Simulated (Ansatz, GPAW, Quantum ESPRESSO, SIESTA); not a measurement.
# One calculation of PbO2, 6 ways

```
Pb O
1.0
     0.00000    2.70199    2.70199
     2.70199    0.00000    2.70199
     2.70199    2.70199    0.00000
Pb O
1 2
Direct
  0.00000 0.00000 0.00000
  0.75000 0.75000 0.75000
  0.25000 0.25000 0.25000
```

The cell comes from a database or a generator and needn't be the stable form of this composition.

Alike in all runs: task band structure; functional PBEsol; k mesh 9 × 9 × 9; occupations fermi-dirac, width 0.05 eV; no spin polarisation; no spin-orbit coupling. Pressure is positive in compression and, in plane waves, holds the error of the finite cutoff.

```csv
program and potentials,plane-wave cutoff (eV),notes,pressure (GPa)
"Quantum ESPRESSO, GBRV 1.5 PBEsol",612,8.67 valence electrons an atom on average,?
"Quantum ESPRESSO, PseudoDojo 0.4.1 SR PBEsol standard",1143,8.67 valence electrons an atom on average,-4.84
"Quantum ESPRESSO, PseudoDojo 0.4 SR PBEsol stringent",1252,11.33 valence electrons an atom on average,-6.32
"SIESTA, files PseudoDojo sr-pbesol-0.4.1-standard, DZP (energy shift 0.003 Ry; two zetas on semicore shells)",-,atomic basis; 8.67 valence electrons an atom on average,-1.24
"Ansatz, all-electron LAPW, scalar-relativistic",-,-,-5.68
"GPAW, PAW data sets generated for this functional",800,8.67 valence electrons an atom on average,-7.11
```

Problem. Estimate from the other rows what the run with Quantum ESPRESSO, GBRV 1.5 PBEsol gave.

Solution. Pressure -6.17 GPa. The other rows, which needn't bracket it: pressure -7.11 to -1.24.
